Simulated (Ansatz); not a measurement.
CdS (Hawleyite) under changes of volume

One of the cells (24.808 Å³/atom); the others are scaled copies at fixed shape and fractional positions:

```xyz
2
Lattice="0.0000 2.9165 2.9165 2.9165 0.0000 2.9165 2.9165 2.9165 0.0000" Properties=species:S:1:pos:R:3 pbc="T T T"
Cd    0.0000    0.0000    0.0000
S     4.3748    4.3748    4.3748
```

- Program: Ansatz 0.2.0
- Functional: PBEsol
- Potentials or basis: all-electron LAPW, scalar-relativistic
- Cutoff: 267 eV (chosen from the basis error)
- Basis error allowed: 0.0005 eV/atom
- k mesh: 8 × 8 × 8
- Occupations: fermi-dirac, width 0.05 eV
- Spin: no spin polarisation

```csv
volume (Å³/atom),energy over the lowest point (meV/atom),pressure (GPa),gap on the mesh (eV)
23.319,16.56,4.1,1.13
23.815,6.53,2.5,1.08
24.312,1.17,1.0,1.04
24.808,0.00,-0.2,1.00
25.304,2.56,-1.4,0.96
25.800,8.47,-2.4,0.92
26.296,?,?,?
```

**Question.** What does the run at 26.296 Å³/atom give?

**Answer.** Energy over the lowest point 17.35 meV/atom; pressure -3.3 GPa; gap on the mesh 0.88 eV.

Worked out: A Birch-Murnaghan fit of order 3 (a polynomial in V^(-2/3)) to the other rows has its minimum at 24.71 Å³/atom with B0 = V·E''(V) = 61 GPa and B' = 4.5. It gives 17.37 meV/atom at 26.296 Å³/atom, against the run's 17.35, and -dE/dV = -3.3 GPa, against -3.3. A straight line through the other rows of the gap, of slope -2.05 eV per unit of ln V (its deformation potential), extrapolates to 0.88 eV, against the run's 0.88.

Energies are extrapolated to zero smearing.

Spin-orbit coupling on Cd is left out.
